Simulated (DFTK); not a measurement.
Sr under changes of volume

One of the cells (56.319 Å³/atom); the others are scaled copies at fixed shape and fractional positions:

```
CELL_PARAMETERS angstrom
0.00000 3.04235 3.04235
3.04235 0.00000 3.04235
3.04235 3.04235 0.00000
ATOMIC_POSITIONS crystal
Sr 0.00000 0.00000 0.00000
```

| Quantity | Value |
| --- | --- |
| Program | DFTK 0.8.2 |
| Functional | BLYP |
| Potentials or basis | dojo.nc.sr.pbe.v0_5.standard.upf (PBE) |
| Cutoff | 925 eV |
| k mesh | 6 × 6 × 6 |
| Occupations | fermi-dirac, width 0.05 eV |
| Spin | no spin polarisation |

```tsv
volume (Å³/atom)	energy over the lowest point (meV/atom)	pressure (GPa)
52.940	8.85	0.8
54.067	4.07	0.5
55.193	1.18	0.3
56.319	0.00	0.0
57.446	?	?
58.572	2.14	-0.4
59.698	5.18	-0.5
```

What does the run at 57.446 Å³/atom give?

Energy over the lowest point 0.37 meV/atom; pressure -0.2 GPa.

Worked out: A Birch-Murnaghan fit of order 3 (a polynomial in V^(-2/3)) to the other rows has its minimum at 56.60 Å³/atom with B0 = V·E''(V) = 10.8 GPa and B' = 4.0. It gives 0.37 meV/atom at 57.446 Å³/atom, against the run's 0.37, and -dE/dV = -0.2 GPa, against -0.2.

Energies are extrapolated to zero smearing.

Caveats: the potentials were made for another functional, which shifts forces and pressure.
